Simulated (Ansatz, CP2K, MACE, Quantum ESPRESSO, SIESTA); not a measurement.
**Structure and levels of amorphous Al2O3 at 2.75 g/cm³ (90 atoms) across programs**

What does relaxation change in amorphous Al2O3 at 2.75 g/cm³ (90 atoms), and how far do other programs agree with plane waves on the relaxed cell?

These are calculated values.

**1. The cell**

The cell holds 90 atoms (36 Al and 54 O), with edges of 10.35, 10.35 and 10.35 Å. Recipe: 90 atoms (36 Al, 54 O) placed at random at 2.75 g/cm³, melted at 5000 K for 10 ps at fixed volume with the Morse and Coulomb pair potential with partial charges (Pedone, Malavasi, Menziani, Cormack and Segre, J. Phys. Chem. B 110, 11780 (2006)). Quenched from 5000 K to 300 K at 50 K/ps and fixed volume, held 5 ps, then minimised at fixed cell. Then the atoms were relaxed with MACE MPA-0 medium in the fixed cell. Then the atoms were relaxed with CP2K double zeta, PBE.

**What experiment says.** The mean number of oxygen atoms around aluminium in anodized alumina glass was determined from the peak areas of a solid-state aluminium NMR spectrum (“Structure of alumina glass”, 2022, PMC8752723): number of O about Al 4.73.

**2. The relaxation**

CP2K double zeta (DZVP-MOLOPT-SR, GTH-PBE potentials, 480 Ry; k-points Γ) took 17 geometry steps and reached its thresholds. It started from the geometry that MACE MPA-0 medium had relaxed.

It took 10 min on 4 MPI ranks of Arm Neoverse V1, shared host; peak memory 2.3 GiB; 40 min of CPU time.

|  | before | after |
| --- | --- | --- |
| energy (meV/atom) | 0 | -1.1 |
| Al-O bonds under 2.38 Å | 151 at 1.825 Å | 151 at 1.826 Å |

Atoms moved by 0.02 Å r.m.s. and 0.07 Å at most, with the common shift taken off.

**3. Local order after relaxation**

Density 2.75 g/cm³, 12.34 Å³ an atom.

g(r), total and by pair (bins of 0.2 Å):

| r (Å) | total | O-O | O-Al | Al-Al |
| --- | --- | --- | --- | --- |
| 1.60 | 0.08 | 0.00 | 0.16 | 0.00 |
| 1.80 | 4.30 | 0.00 | 8.97 | 0.00 |
| 2.00 | 0.51 | 0.00 | 1.07 | 0.00 |
| 2.20 | 0.07 | 0.00 | 0.15 | 0.00 |
| 2.40 | 0.07 | 0.21 | 0.00 | 0.00 |
| 2.60 | 0.46 | 1.10 | 0.10 | 0.10 |
| 2.80 | 1.35 | 3.03 | 0.17 | 1.11 |
| 3.00 | 1.51 | 3.08 | 0.29 | 1.62 |
| 3.20 | 1.42 | 1.33 | 0.64 | 3.99 |
| 3.40 | 0.86 | 0.52 | 0.77 | 1.92 |
| 3.60 | 0.96 | 0.65 | 1.36 | 0.42 |
| 3.80 | 0.77 | 0.53 | 1.14 | 0.24 |
| 4.00 | 0.96 | 0.59 | 1.43 | 0.38 |
| 4.20 | 1.03 | 0.52 | 1.51 | 0.77 |
| 4.40 | 1.17 | 0.63 | 1.65 | 0.98 |
| 4.60 | 1.23 | 0.99 | 1.50 | 0.93 |
| 4.80 | 0.84 | 0.82 | 0.82 | 0.95 |
| 5.00 | 0.89 | 1.23 | 0.55 | 1.12 |

Bonds by pair of elements; cutoffs follow the first minimum of g(r), held within bounds set by covalent radii, and pairs that aren't listed don't count as bonded:

| pair A-B | cutoff (Å) | bonds | mean length (Å) | spread (Å) | shortest (Å) | B about A | A about B |
| --- | --- | --- | --- | --- | --- | --- | --- |
| O-Al | 2.38 | 151 | 1.83 | 0.08 | 1.68 | 2.80 | 4.19 |

How many atoms have how many bonded neighbours:

| element | mean | 2 | 3 | 4 | 5 |
| --- | --- | --- | --- | --- | --- |
| Al | 4.19 | 0 | 0 | 29 | 7 |
| O | 2.80 | 11 | 43 | 0 | 0 |

Bond angles, per cent of each kind in bins of 5°:

| angle (°) | O-Al-O | Al-O-Al |
| --- | --- | --- |
| 75–80 | 3.3 | 0.0 |
| 80–85 | 3.7 | 0.0 |
| 85–90 | 4.1 | 0.0 |
| 90–95 | 6.2 | 7.1 |
| 95–100 | 10.2 | 4.3 |
| 100–105 | 16.4 | 3.6 |
| 105–110 | 18.0 | 5.0 |
| 110–115 | 10.2 | 7.1 |
| 115–120 | 10.7 | 20.0 |
| 120–125 | 5.3 | 16.4 |
| 125–130 | 3.7 | 12.9 |
| 130–135 | 2.5 | 7.1 |
| 135–140 | 0.8 | 7.9 |
| 140–145 | 0.8 | 3.6 |
| 145–150 | 0.4 | 2.1 |
| 150–155 | 1.2 | 1.4 |
| 155–160 | 0.0 | 0.7 |
| 160–165 | 0.4 | 0.0 |
| 165–170 | 0.8 | 0.0 |
| 170–175 | 0.4 | 0.7 |
| 175–180 | 0.8 | 0.0 |

Bond angles (no mean is given where the spread exceeds 20°):

| angle | count | mean (°) | spread (°) |
| --- | --- | --- | --- |
| O-Al-O | 244 | 108 | 17.2 |
| Al-O-Al | 140 | 121 | 14.7 |

Oxygen atoms by the number of network formers (Si, P, Ge, B, Al, As, Ga) bound to them:

| network formers bound to O | O atoms | per cent |
| --- | --- | --- |
| 0 | 0 | 0 |
| 1 | 0 | 0 |
| 2 | 11 | 20.4 |
| 3 | 43 | 79.6 |

Network units: each former by its oxygen neighbours and how many of them bridge to another former:

| former | O neighbours | bridging O | atoms |
| --- | --- | --- | --- |
| Al | 4 | 4 | 29 |
| Al | 5 | 5 | 7 |

Bond length by coordination (bonds to H left out):

| element | coordination | atoms | mean bond length (Å) |
| --- | --- | --- | --- |
| Al | 4 | 29 | 1.80 |
| Al | 5 | 7 | 1.91 |
| O | 2 | 11 | 1.73 |
| O | 3 | 43 | 1.84 |

Rings of the network by King's shortest-path rule, up to 12 atoms, one path for each pair of neighbours; H, halogens, alkali and alkaline-earth atoms are left out, and the last column divides by all other atoms, bonded or not:

| ring size (atoms) | rings | per network atom |
| --- | --- | --- |
| 4 | 9 | 0.1 |
| 6 | 30 | 0.333 |
| 8 | 65 | 0.722 |
| 10 | 27 | 0.3 |
| 12 | 5 | 0.056 |

First main peaks of g(r), for some of the pairs, lie near 2.9 Å (O-O), 1.8 Å (O-Al) and 3.2 Å (Al-Al). With the cutoffs above, 81 % of Al atoms have 4 and 80 % of O atoms have 3 bonded neighbours. The O-Al-O angle averages 108° with a spread of 17°. 20 % of the oxygens bridge two formers (Al) and 0 % are non-bridging; 80 % join three. The commonest Al unit has 4 oxygens, 4 of them shared with other formers (29 of 36 atoms). Bonds at O atoms with 2 neighbours average 1.73 Å, against 1.84 Å at those with 3. Rings of 8 atoms are the most common (48 % of those counted); sizes run from 4 to 12, where the search stops.

Against the measurements quoted at the start:

| quantity | measured | this cell | difference | method of the measurement |
| --- | --- | --- | --- | --- |
| number of O about Al | 4.73 | 4.19 | -11.3 % | 27Al MAS NMR |

The cell differs from the measured neighbour counts by up to 11.3 %. The network descends from the steps of the recipe above, so the comparison tests them together. Our coordination numbers hang on a cutoff, and experiments count neighbours in their own ways.

**4. The plane-wave reference**

Quantum ESPRESSO 7.5: Kohn-Sham DFT, PBE, SSSP efficiency 1.3.0 pseudopotentials, plane waves. Its input for the relaxed cell:

```
&control
  calculation = 'scf'
  pseudo_dir = './pseudo'
  outdir = './tmp'
  disk_io = 'none'
  tprnfor = .true.
  tstress = .true.
/
&system
  ibrav = 0
  nat = 90
  ntyp = 2
  ecutwfc = 60
  ecutrho = 480
  nosym = .true.
  occupations = 'smearing'
  smearing = 'fd'
  degauss = 0.003675
/
&electrons
  conv_thr = 4.5e-07
  electron_maxstep = 100
  mixing_beta = 0.4
  mixing_mode = 'plain'
  diagonalization = 'david'
/
ATOMIC_SPECIES
Al 26.982 Al.upf
O 15.999 O.upf
CELL_PARAMETERS angstrom
10.35470 0.00000 0.00000
0.00000 10.35470 0.00000
0.00000 0.00000 10.35470
ATOMIC_POSITIONS crystal
Al 0.95896 0.78718 0.24152
Al 0.36907 0.17745 0.20666
Al 0.60914 0.10115 0.32392
[... 85 atom lines left out ...]
O 0.59013 0.51435 0.19374
O 0.29388 0.60434 0.12890
K_POINTS gamma
```

It took 2.9 min on 4 MPI ranks of Arm Neoverse V1, shared host; peak memory 4 GiB; 12 min of CPU time.

**5. All levels at this geometry**

CPU times are from a shared host and are rough.

```
                level                    basis or training data  k-points  own r.m.s. force (meV/Å)  difference from the reference (meV/Å)  pressure (GPa)  Kohn-Sham gap (eV)  CPU time  memory (GiB)
              QE, PBE   plane waves, SSSP efficiency, 60/480 Ry         Γ                        69                                      -           -2.98                3.33    12 min           4.0
CP2K triple zeta, PBE     TZV2P-UZH, GTH-PBE potentials, 600 Ry         Γ                        79                                     73           -4.70                3.32    18 min           5.7
      SIESTA DZP, PBE  DZP orbitals, shift 0.01 Ry, mesh 400 Ry         Γ                       116                                     95           -0.38                3.30     8 min           2.5
    MACE MPA-0 medium        trained on PBE(+U) plane-wave data         -                        67                                     37           -3.08                   -     9.3 s           1.1
```

The gap is the spacing of the highest filled and lowest empty Kohn-Sham level on the mesh; a dash marks partly filled levels, a spacing under 0.15 eV or a method without such levels.

**6. Findings**

Relaxation in the fixed cell lowers the energy by 1 meV/atom at its own level and moves atoms by up to 0.07 Å. The reference finds an r.m.s. force of 69 meV/Å there and a pressure of -2.98 GPa, at a geometry that CP2K double zeta made. Forces differ from the reference's by 37 meV/Å (MACE MPA-0 medium), 73 meV/Å (CP2K triple zeta, PBE) and 95 meV/Å (SIESTA DZP, PBE).

CP2K double zeta is at its own minimum here, so the reference's force is itself a measure of how the two differ. Pressures lie -0.1 GPa (MACE MPA-0 medium), -1.7 GPa (CP2K triple zeta, PBE) and +2.6 GPa (SIESTA DZP, PBE) from the reference's. The highest filled and lowest empty levels lie 3.33 eV apart in the reference, against 3.32 eV in CP2K triple zeta, PBE and 3.30 eV in SIESTA DZP, PBE. With the cutoffs above, 81 % of Al atoms have 4 and 80 % of O atoms have 3 bonded neighbours. 20 % of the oxygens bridge two formers (Al) and 0 % are non-bridging; 80 % join three.

Caveats: The density was set by the recipe and held. One sample of a disordered cell; defect or tail levels can set the gap. Gaps are read on the mesh, which holds the band edges only if they fold onto it, and semilocal functionals tend to put them under measured ones. The quench rate of 50 K/ps is many orders above laboratory rates, so the cell is likely richer in defects and strain than a real sample. The reference samples only Γ, in a cell whose shortest periodic width is 10 Å. The plane-wave runs aren't exact: their cutoffs and mesh weren't converged further here. SIESTA's automatically made basis is far from complete, and its potentials were converted by us (checked for H, C, O, Si, Ge and Ca alone). Where levels are smeared, the DFT runs use Fermi–Dirac occupations at 580 K (0.05 eV), and energies are free energies.

[Logs are printed without paths, hosts, clocks, repeated set-up lines and the standing remarks that a program may print on its own settings, such as how far it seeks lower states.]

[Hosts, paths, dates, database ids (printed as entryN), source tags and the programs' standing remarks are cut or masked in the printed files.]
